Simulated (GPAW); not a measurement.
Runs of GPAW 26.7.0 on LiH. The structure is cubic, space group Fm-3m (No. 225). The conventional cell has a = 4.074 Å, b = 4.074 Å, c = 4.074 Å, α = 90.00°, β = 90.00°, γ = 90.00°. Around Li (site symmetry m-3m) lie 6 H at 2.04 Å. Around H (site symmetry m-3m) lie 6 Li at 2.04 Å. 

| task | level | potentials or basis | cell | optimizer | fmax | max steps | convergence | band path | gap on the mesh (eV) | pressure (GPa) | relaxed volume (Å³/atom) |
| --- | --- | --- | --- | --- | --- | --- | --- | --- | --- | --- | --- |
| relaxation of cell and atoms | PBEsol | PAW data sets generated in the run's folder for this functional, pw | relaxed | BFGS | 0.02 eV/Å | 60 | density=1e-05 forces=0.0001 | - | 2.93 | 0.1 | 7.90 |
| single point | PBEsol | PAW data sets generated in the run's folder for this functional, pw | atoms moved at random, drawn with an rms of 0.05 Å | - | - | - | - | - | 2.98 | -2.1 | - |
| band structure | LDA | the program's PAW data sets (release 1.2.1) made for this functional, pw | as given | - | - | - | - | GXWKGLUWLK,UX | 2.83 | -3.4 | - |
| band structure | PBEsol | PAW data sets generated in the run's folder for this functional, pw | as given | - | - | - | - | GXWKGLUWLK,UX | 2.98 | -2.2 | - |
| relaxation of cell and atoms | PBEsol+D3(BJ)+ATM | PAW data sets generated in the run's folder for this functional, pw | relaxed | BFGS | 0.02 eV/Å | 60 | density=1e-05 forces=0.0001 | - | 2.89 | 0.0 | (b) |
| relaxation of cell and atoms | PBEsol+D3(BJ) | PAW data sets generated in the run's folder for this functional, pw | relaxed | BFGS | 0.02 eV/Å | 60 | density=1e-05 forces=0.0001 | - | (a) | -0.1 | 7.34 |

Alike in all rows: no spin polarisation; k mesh 11 × 11 × 11; cutoff (eV) 800; smearing fermi-dirac 0.05 eV.

Task: Fill in the values left out.

Result: (a) 2.88; (b) 7.43.

Caveats: the data sets keep Ga 3d, Li 1s and Be 1s frozen, and some such compounds lay over 1.5 % in volume off other programs; an odd mesh through Γ misses points on the zone boundary, where band edges often lie (some runs); later steps reuse the first step's grids (some runs); the mesh misses the band edges, which the band path finds closer together (some runs).
